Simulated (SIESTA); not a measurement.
Runs of SIESTA 5.4.2 on FeO (Wuestite). It takes space group R-3m (No. 166, trigonal). Conventional cell: a = 3.038 Å, b = 3.038 Å, c = 7.559 Å, α = 90.00°, β = 90.00°, γ = 120.00°. Fe (site symmetry -3m) has 6 O at 2.16 Å as nearest neighbours. Around O (site symmetry -3m) lie 6 Fe at 2.16 Å. 

| level | U | gap on the mesh (eV) | pressure (GPa) | moment (μB) |
| --- | --- | --- | --- | --- |
| PBE | - | none | -0.4 | 4.00 |
| PBE+U | Fe d U = 6 eV | none | 5.1 | 4.00 |
| PBE+U | Fe d U = 2 eV | none | 1.2 | 4.00 |
| PBE+U | Fe d U = 4 eV | none | (a) | 4.00 |

Alike in all rows: task density of states; potentials or basis PseudoDojo 0.4 standard (PBE files), DZP (energy shift 0.003 Ry; two zetas on semicore shells); spin collinear, ferromagnetic start; cell as given; k mesh 8 × 8 × 8; smearing fermi-dirac 0.05 eV; grid cutoff 800 Ry; energy shift 0.003 Ry.

**Question.** Fill in the values left out.

**Answer.** (a) 3.1.

Caveats: short orbitals over semicore shells can move pressures by several GPa; the basis of atomic orbitals isn't converged, which shifts pressures, moduli and gaps; a cell with one magnetic atom can't hold antiferromagnetic order, which such compounds often take; semilocal functionals often make such compounds metallic where correlation or magnetic order opens a gap, which also shifts bond lengths (some runs).

A gap of «none» marks a metal or a gap under the smearing width.
